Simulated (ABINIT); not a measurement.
# BN (F-43m) in ABINIT: further runs

One crystal, BN, is run at these levels: PBEsol, BP86+D4, LDA, PBE; tasks: band structure, equation of state.

Program: ABINIT 10.8.3 (patched build). These are calculated values, not measurements. Logs are shortened: lines on timing, memory, paths and dates and some standing lists are left out, and cuts for length are marked. The log counts tension as positive stress, the text compression.

**What was measured.**

From a printed reference work, monograph, for a bulk crystal of BN at 300 K: band gap 6.4 eV (indirect).

“Effect of nanostructuration on compressibility of cubic BN”, 2012, arxiv:1208.3664 quotes, for a bulk crystal of BN at 300 K: bulk modulus 395 ± 2 GPa.

The results are compared with them further down.

## 1. Starting point

Symmetry: F-43m, No. 216, cubic system. Conventional cell: a = 3.626 Å, b = 3.626 Å, c = 3.626 Å, α = 90.00°, β = 90.00°, γ = 90.00°. N (site symmetry -43m) is surrounded by 4 B at 1.57 Å. B (site symmetry -43m) is surrounded by 4 N at 1.57 Å.

The cell is a database's computed one.

## 2. Band structure, PBEsol

run.abi reads:

```
# Datasets: ground state, then fixed potential
ndtset 2

# Pseudopotentials
pp_dirpath "./"
pseudos "N.upf, B.upf"

# Structure
acell 2.5639706028 2.5639706028 2.5639706028 Angstrom
rprim
     0.0000000000     0.7071067812     0.7071067812
     0.7071067812     0.0000000000     0.7071067812
     0.7071067812     0.7071067812     0.0000000000
ntypat 2
znucl 7 5
natom 2
typat 1 2
xcart
     1.7130376768     1.7130376768     1.7130376768
     0.0000000000     0.0000000000     0.0000000000

# Plane-wave basis
ecut 1142.878222 eV

# Exchange and correlation
ixc -116133

# Bands and occupations
occopt 3
tsmear 0.00183747

# SCF cycle
nstep 100

# Output
iomode 3
prtwf 0
prteig 0
prtebands 0
enunit 1
prtden1 1

# Dataset 1
kptopt1 1
ngkpt1 13 13 13
nshiftk1 1
shiftk1 0.0 0.0 0.0
nband1 8
tolvrs1 1.0e-10

# Dataset 2: bands along G-X-W-K-G-L-U-W-L-K
iscf2 -2
getden2 1
nband2 12
nbdbuf2 2
tolwfr2 1.0e-12
kptopt2 -9
ndivsm2 5
prteig2 1
kptbounds2
     0.0000000000     0.0000000000     0.0000000000
     0.5000000000     0.0000000000     0.5000000000
     0.5000000000     0.2500000000     0.7500000000
     0.3750000000     0.3750000000     0.7500000000
     0.0000000000     0.0000000000     0.0000000000
     0.5000000000     0.5000000000     0.5000000000
     0.6250000000     0.2500000000     0.6250000000
     0.5000000000     0.2500000000     0.7500000000
     0.5000000000     0.5000000000     0.5000000000
     0.3750000000     0.3750000000     0.7500000000
```

Potentials or basis: PseudoDojo NC SR PBEsol v0.4.1 standard.

Started as:

```
> abinit run.abi > log 2>&1
```

run.abo:

```text
.Version 10.8.3 of ABINIT
 DATASET    1 : space group F-4 3 m (#216); Bravais cF (face-center cubic)
================================================================================
 Values of the parameters that define the memory need for DATASET  1.
     intxc =       0    ionmov =       0      iscf =       7    lmnmax =       4
     lnmax =       4     mgfft =      30  mpssoang =       2    mqgrid =    3001
     natom =       2  nloc_mem =       1    nspden =       1   nspinor =       1
    nsppol =       1      nsym =      24    n1xccc =    2501    ntypat =       2
    occopt =       3   xclevel =       2
       mpw =        1059          nfft =       27000          nkpt =          84
================================================================================
================================================================================

 DATASET    2 : space group F-4 3 m (#216); Bravais cF (face-center cubic)
================================================================================
 Values of the parameters that define the memory need for DATASET  2.
     intxc =       0    ionmov =       0      iscf =      -2    lmnmax =       4
     lnmax =       4     mgfft =      30  mpssoang =       2    mqgrid =    3001
     natom =       2  nloc_mem =       1    nspden =       1   nspinor =       1
    nsppol =       1      nsym =      24    n1xccc =    2501    ntypat =       2
    occopt =       3   xclevel =       2
       mpw =        1058          nfft =       27000          nkpt =          87
================================================================================
================================================================================

--------------------------------------------------------------------------------
------------- Echo of variables that govern the present computation ------------
--------------------------------------------------------------------------------
 -outvars: echo values of preprocessed input variables --------
            acell      4.8452022342E+00  4.8452022342E+00  4.8452022342E+00 Bohr
              amu      1.40067400E+01  1.08110000E+01
             ecut      4.20000000E+01 Hartree
           enunit           1
           getden1          0
           getden2          1
             iscf1          7
             iscf2         -2
                       outvar_i_n : Printing only first  50 k-points.
              ixc     -116133
           jdtset        1    2
                       outvar_i_n : Printing only first  50 k-points.
           kptopt1          1
           kptopt2         -9
         kptrlatt       13    0    0      0   13    0      0    0   13
          kptrlen1     6.29876290E+01
          kptrlen2     3.00000000E+01
            natom           2
            nband1          8
            nband2         12
           nbdbuf1          0
           nbdbuf2          2
[... 675 lines left out ...]
force_length_stats: {min: null, max: null, mean: null, }
...

 Integrated electronic density in atomic spheres:
 ------------------------------------------------
 Atom  Sphere_radius  Integrated_density
    1        2.00000          5.72603068
    2        2.00000          3.27743526
================================================================================

 ----iterations are completed or convergence reached----

 Mean square residual over all n,k,spin=   43.392E-14; max=  99.917E-14
 reduced coordinates (array xred) for    2 atoms
       0.249999999820      0.249999999820      0.249999999820
      -0.000000000180     -0.000000000180     -0.000000000180

 cartesian coordinates (angstrom) at end:
    1      0.90650049936580     0.90650049936580     0.90650049936580
    2     -0.00000000065287    -0.00000000065287    -0.00000000065287
 length scales=  4.845202234171  4.845202234171  4.845202234171 bohr
              =  2.563970602800  2.563970602800  2.563970602800 angstroms
 Eigenvalues (   eV  ) for nkpt=  87  k points:
 kpt#   1, nband= 12, wtk=  1.00000, kpt=  0.0000  0.0000  0.0000 (reduced coord)
 -12.02083    8.11815    8.11815    8.11815   16.90115   16.90115   16.90115   18.24791
  32.44649   36.00919   36.00925   36.19280
 kpt#   2, nband= 12, wtk=  1.00000, kpt=  0.0357  0.0000  0.0357 (reduced coord)
 -11.97941    8.00386    8.00939    8.00939   16.81954   17.04360   17.04360   18.38910
  32.34817   34.19146   36.06773   36.30250
 kpt#   3, nband= 12, wtk=  1.00000, kpt=  0.0714  0.0000  0.0714 (reduced coord)
 -11.85544    7.67631    7.70637    7.70637   16.61973   17.44719   17.44719   18.74484
  31.34196   33.35379   36.24825   36.63047
 kpt#   4, nband= 12, wtk=  1.00000, kpt=  0.1071  0.0000  0.1071 (reduced coord)
 -11.64983    7.17300    7.26374    7.26374   16.35288   18.05581   18.05581   19.19991
  29.62087   33.51208   36.53123   37.17294
 kpt#   5, nband= 12, wtk=  1.00000, kpt=  0.1429  0.0000  0.1429 (reduced coord)
 -11.36420    6.53685    6.74072    6.74072   16.03588   18.80794   18.80794   19.63619
  28.04808   33.87494   36.93498   37.92206
 kpt#   6, nband= 12, wtk=  1.00000, kpt=  0.1786  0.0000  0.1786 (reduced coord)
 -11.00103    5.80467    6.18594    6.18594   15.67297   19.65189   19.65189   19.90989
[... 230 lines left out ...]
  -7.13339   -1.65266    3.22797    5.10985   16.61925   21.08112   21.18450   23.48697
  27.86726   34.00489   34.48290   38.81566
 kpt#  84, nband= 12, wtk=  1.00000, kpt=  0.4167  0.4167  0.6667 (reduced coord)
  -6.88926   -1.25805    2.33256    4.79519   16.11311   21.80530   21.96566   23.39033
  27.13587   33.99321   34.51309   40.30425
 kpt#  85, nband= 12, wtk=  1.00000, kpt=  0.4028  0.4028  0.6944 (reduced coord)
  -6.64663   -0.80401    1.48574    4.50373   15.65307   21.96425   22.70220   23.63796
  26.63182   34.16699   34.52790   41.70782
 kpt#  86, nband= 12, wtk=  1.00000, kpt=  0.3889  0.3889  0.7222 (reduced coord)
  -6.44302   -0.30811    0.76096    4.25084   15.24804   21.51153   23.33096   24.22353
  26.40748   34.51996   34.56937   42.71029
 kpt#  87, nband= 12, wtk=  1.00000, kpt=  0.3750  0.3750  0.7500 (reduced coord)
  -6.33140    0.01016    0.43972    4.04779   14.90201   20.86545   23.80467   24.62261
  26.55307   34.49127   35.21878   43.07914

== END DATASET(S) ==============================================================
================================================================================

 -outvars: echo values of variables after computation  --------
            acell      4.8452022342E+00  4.8452022342E+00  4.8452022342E+00 Bohr
           etotal1    -1.3371957856E+01
            fcart1     2.4560219633E-30  2.4560219633E-30 -7.3680658898E-30
                      -2.4560219633E-30 -2.4560219633E-30  7.3680658898E-30
            rprim      0.0000000000E+00  7.0710678120E-01  7.0710678120E-01
                       7.0710678120E-01  0.0000000000E+00  7.0710678120E-01
                       7.0710678120E-01  7.0710678120E-01  0.0000000000E+00
           strten1     1.9450068271E-04  1.9450068271E-04  1.9450068271E-04
                       0.0000000000E+00  0.0000000000E+00  0.0000000000E+00
           xangst      9.0650049937E-01  9.0650049937E-01  9.0650049937E-01
                      -6.5286774610E-10 -6.5286783416E-10 -6.5286774610E-10
             xred      2.4999999982E-01  2.4999999982E-01  2.4999999982E-01
                      -1.8005170271E-10 -1.8005165414E-10 -1.8005170271E-10
 Calculation completed.
```

Wall time 27 s (1 thread of Arm Neoverse V2, shared host); peak memory 0.1 GiB.

What came out:

```
Free energy                                       : -363.8695 eV
Pressure                                          : -5.7 GPa
Band gap on the k mesh                            : 4.41 eV, indirect (least direct gap 8.78 eV)
Band gap along the path                           : 4.33 eV, indirect (least direct gap 8.78 eV)
All electrons inside the program's atomic spheres : N 5.73; B 3.28
```

Levels at the corners of the path, in eV from the valence-band top:
| point | band 2 | band 3 | band 4 | band 5 | band 6 | band 7 |
| --- | --- | --- | --- | --- | --- | --- |
| Γ | 0.00 | 0.00 | 0.00 | 8.78 | 8.78 | 8.78 |
| X | -8.90 | -4.90 | -4.90 | 4.33 | 9.14 | 17.74 |
| W | -7.56 | -6.98 | -6.52 | 9.44 | 13.19 | 14.37 |
| K | -8.11 | -7.68 | -4.07 | 6.78 | 12.75 | 15.69 |
| Γ | 0.00 | 0.00 | 0.00 | 8.78 | 8.78 | 8.78 |
| L | -10.69 | -1.93 | -1.93 | 10.03 | 10.64 | 10.64 |
| U | -8.11 | -7.68 | -4.07 | 6.78 | 12.75 | 15.69 |
| W | -7.56 | -6.98 | -6.52 | 9.44 | 13.19 | 14.37 |
| L | -10.69 | -1.93 | -1.93 | 10.03 | 10.64 | 10.64 |
| K | -8.11 | -7.68 | -4.07 | 6.78 | 12.75 | 15.69 |

(Part 1 of 2 ends here.)
